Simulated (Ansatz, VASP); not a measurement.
**TiC: VASP and Ansatz over several settings**

```
Ti C
1.0
     0.00000    2.16572    2.16572
     2.16572    0.00000    2.16572
     2.16572    2.16572    0.00000
Ti C
1 1
Cartesian
  0.0000 0.0000 0.0000
  2.1657 2.1657 2.1657
```

The cell is a database's computed one.

Single points on this cell with VASP 6.6.1 and Ansatz 0.2.0. Each row is one pair of runs. Alike in all rows: spin: off; k mesh: 11 × 11 × 11; smearing: gaussian, width 0.02 eV; Ansatz's potentials, cutoff: Ansatz PAW, 420 eV.

| level | VASP's potentials, cutoff | gap on the k mesh at the Fermi level (eV), VASP | gap on the k mesh at the Fermi level (eV), Ansatz | pressure (GPa), VASP | pressure (GPa), Ansatz |
| --- | --- | --- | --- | --- | --- |
| PBEsol | VASP PAW PBE potentials, release 64 (Ti_sv, C), 520 eV | none | none | -6.4 | -6.7 |
| RPBE | VASP PAW PBE potentials, release 64 (Ti_sv_GW, C_GW), 550 eV | none | none | 3.4 | 4.9 |
| PBEsol | VASP PAW PBE potentials, release 54 (Ti_sv, C), 520 eV | none | none | -6.5 | -6.7 |

Pressure (GPa): the two programs differ by at most 1.47.

A gap of «none» marks a metal or a gap that the smearing closes.

Caveats: the PAW data sets were made with another functional, which shifts forces and pressure a little (VASP); the PAW data sets come from PBE, with cores solved anew for the run's functional, which leaves a small shift of forces and pressure (Ansatz).
